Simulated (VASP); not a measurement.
## MoS2: band structure with PBE+D3(BJ)

The system is MoS2, a slab with vacuum.

```
S Mo
1.0
     3.15315    0.00000    0.00000
    -1.57657    2.73070    0.00000
     0.00000    0.00000   21.13030
S Mo
2 1
Direct
  0.33333 0.66667 0.42584
  0.33333 0.66667 0.57416
  0.66667 0.33333 0.50000
```

```yaml
Program: VASP 6.6.1
Task: band structure
Functional: PBE
Dispersion: D3(BJ)
Potentials_or_basis: VASP PAW PBE potentials, release 64 (S, Mo_sv)
Cutoff: 520 eV
k_mesh: 12 × 12 × 1
Occupations: gaussian, width 0.03 eV
Spin: no spin polarisation
Dipole_correction: yes
Further_INCAR_settings: ALGO = Normal; EDIFF = 1e-06; NBANDS = 20
```

* Band gap on the k mesh: 1.78 eV, direct
* Band gap along the path: 1.78 eV, direct
* Dispersion energy per atom: -0.320 eV
* Ionisation potential of the upper face: 5.89 eV

Levels at points of the mesh, in eV from the valence-band top:
```tsv
k point	band 11	band 12	band 13	band 14	band 15	band 16
(0.00, 0.00, 0.00)	-1.45	-1.45	-0.09	2.84	2.84	3.08
(0.50, 0.00, 0.00)	-1.95	-0.91	-0.65	2.36	2.86	3.93
```

Wall time 2.6 min on 2 MPI ranks on AMD EPYC 7R13 Processor (Zen 3), on a shared host, peak memory 0.33 GiB a rank.

A hybrid or GW would open this gap; PBE tends to underestimate it.
